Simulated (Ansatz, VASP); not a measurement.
One calculation of AlN, two programs

```
Al N
1.0
    -0.08089    1.98183    1.98183
     1.94138   -0.04045    1.94138
     2.02227    2.02227   -0.12134
Al N
1 1
Direct
  0.50000 0.50000 0.50000
  0.00000 0.00000 0.00000
```

Change from the starting cell: engineering shear strain xz -0.0800, engineering shear strain yz -0.0400.

Alike in both runs: task single point; functional PBEsol; k mesh 10 × 10 × 10; occupations gaussian, width 0.05 eV; no spin polarisation.

|  | VASP | Ansatz |
| --- | --- | --- |
| version | VASP 6.6.1 | Ansatz 0.2.0 |
| potentials or method | VASP PAW PBE potentials, release 64 (Al, N) | scalar-relativistic, plane waves, PAW |
| plane-wave cutoff (eV) | 520 | 520 |
| valence electrons in the cell | 8 | 8 |

Ansatz gave:

* gap on the k mesh at the Fermi level (eV): 2.89
* least direct gap on the mesh (eV): 4.72
* pressure (GPa): 1.0
* largest component of the traceless stress (GPa): 25.07

**Question.** What did VASP give for the same quantities?

**Answer.** gap on the k mesh at the Fermi level (eV): 2.89; least direct gap on the mesh (eV): 4.74; pressure (GPa): 1.1; largest component of the traceless stress (GPa): 25.09.

The functional is the same, so the differences come from potentials, cutoffs and numerics. Ansatz warned: «pseudo_functional_mismatch».

Caveats: the PAW data sets were made with another functional, which shifts forces and pressure a little (VASP). A k mesh can miss the band edges.
